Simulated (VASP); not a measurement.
# Ta: single point with r2SCAN

Ta:

```
CELL_PARAMETERS angstrom
0.00000 2.43342 5.14763
1.50365 0.00000 5.14763
1.50365 2.43342 0.00000
ATOMIC_POSITIONS crystal
Ta 0.13359 0.13359 0.86641
Ta 0.86641 0.86641 0.13359
```

The cell was built by a generator and needn't be a form met in nature.

```json
{
 "Program": "VASP 6.6.1",
 "Task": "single point",
 "Functional": "r2SCAN",
 "Potentials or basis": "VASP PAW PBE potentials, release 64 (Ta_pv)",
 "Cutoff": "520 eV",
 "k mesh": "6 × 6 × 6",
 "Occupations": "gaussian, width 0.1 eV",
 "Spin": "no spin polarisation",
 "Dipole correction": "no",
 "Further INCAR settings": "ALGO = Normal; EDIFF = 1e-06; NBANDS = 18"
}
```

| Property | Result |
| --- | --- |
| Pressure | 0.6 GPa |
| Band gap on the k mesh | none (metal or under the smearing width) |

Stress tensor (GPa, compression positive):
```
0.56 0.00 0.00
0.00 0.64 0.00
0.00 0.00 0.64
```

Levels at points of the mesh, in eV from the Fermi level:
| k point | band 9 | band 10 | band 11 | band 12 | band 13 | band 14 |
| --- | --- | --- | --- | --- | --- | --- |
| (0.00, 0.00, 0.00) | -1.90 | -0.09 | -0.02 | 0.49 | 1.62 | 2.18 |
| (0.50, 0.00, 0.00) | -2.76 | -2.22 | 0.17 | 1.22 | 2.50 | 4.56 |
| (0.50, 0.50, 0.00) | -2.53 | -0.42 | 0.10 | 1.00 | 1.77 | 1.88 |
| (0.50, 0.00, 0.50) | -3.43 | -0.40 | 0.56 | 1.48 | 2.84 | 3.23 |
| (0.00, 0.50, 0.50) | -2.83 | -2.37 | -0.04 | 0.08 | 2.98 | 5.34 |

It took 110 s on 1 thread of Intel(R) Xeon(R) Platinum 8559C (Emerald Rapids), with other jobs on the host, peak memory 0.21 GiB.

Caveat: the k mesh is coarse (spacing up to 0.42 Å⁻¹), so the values aren't converged; the PAW data sets were made with another functional, which shifts forces and pressure a little. The run has no spin-orbit coupling, so splittings on Ta are missing.
